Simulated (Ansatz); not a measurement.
PtSe2: frozen-core PAW against all-electron methods

```xyz
6
Lattice="5.7813 0.0000 0.0000 0.0000 5.7813 0.0000 0.0000 0.0000 4.0240" Properties=species:S:1:pos:R:3 pbc="T T T"
Pt    0.0000    0.0000    0.0000
Pt    2.8906    2.8906    2.0120
Se    1.7942    1.7942    0.0000
Se    3.9871    3.9871    0.0000
Se    4.6849    1.0964    2.0120
Se    1.0964    4.6849    2.0120
```

Atoms are numbered in the order listed.

The cell was built from the rutile type and relaxed in the same program, and has space group P4_2/mnm; it needn't be a known or the stable phase.

Spin–orbit coupling is left out, though it moves levels of the heavy atoms by tenths of an eV or more.

All numbers are computed: DFT, PBE, PAW with Ansatz's default frozen-core files, scalar-relativistic (Ansatz 0.2.0); DFT, PBE, all-electron PAW with datasets made for the crystal, scalar-relativistic (Ansatz 0.2.0); DFT, PBE, all-electron LAPW, scalar-relativistic (Ansatz 0.2.0).

For PAW: a Γ-centred 5×5×8 k mesh, Fermi–Dirac smearing of 0.05 eV, cutoff 420 eV, no spin polarisation. The crystal-made all-electron datasets (AE datasets) take a cutoff of 380 eV at this cell. LAPW targets a basis error of 0.5 meV/atom. The Ansatz runs share mesh, smearing and spin set-up. Plane-wave (PAW) pressures include the program's estimate of the Pulay term.

Stress and pressure are positive in compression.

Spin–orbit coupling is left out, which moves gradients at and beside heavy atoms by some per cent and at worst by a factor of two.

In a metal, gradients converge slowly with the k mesh: the values move by tens of per cent from one mesh to another, at times in sign, so only the comparison on one mesh counts.

Levels count from the Fermi level.

```csv
quantity,PAW,AE datasets,LAPW
pressure (GPa),0.00,0.00,0.00
highest filled level at R (eV),-0.018,-0.017,-0.017
lowest empty level at R (eV),3.178,3.182,3.182
highest filled level at Z (eV),-0.018,-0.017,-0.017
lowest empty level at Z (eV),0.135,0.137,0.137
highest filled level at Γ (eV),-0.593,-0.594,-0.594
lowest empty level at Γ (eV),0.212,0.212,0.212
field gradient Vzz at Pt1 (10²¹ V/m²),-3.40,?,–
field gradient Vzz at Se3 (10²¹ V/m²),?,?,–
```

Fill in "PAW" for the row "field gradient Vzz at Se3 (10²¹ V/m²)".

-37.90.

Give the missing entry: row "field gradient Vzz at Se3 (10²¹ V/m²)", column "AE datasets".

-38.29.

What belongs in the row "field gradient Vzz at Pt1 (10²¹ V/m²)", column "AE datasets"?

-3.59.
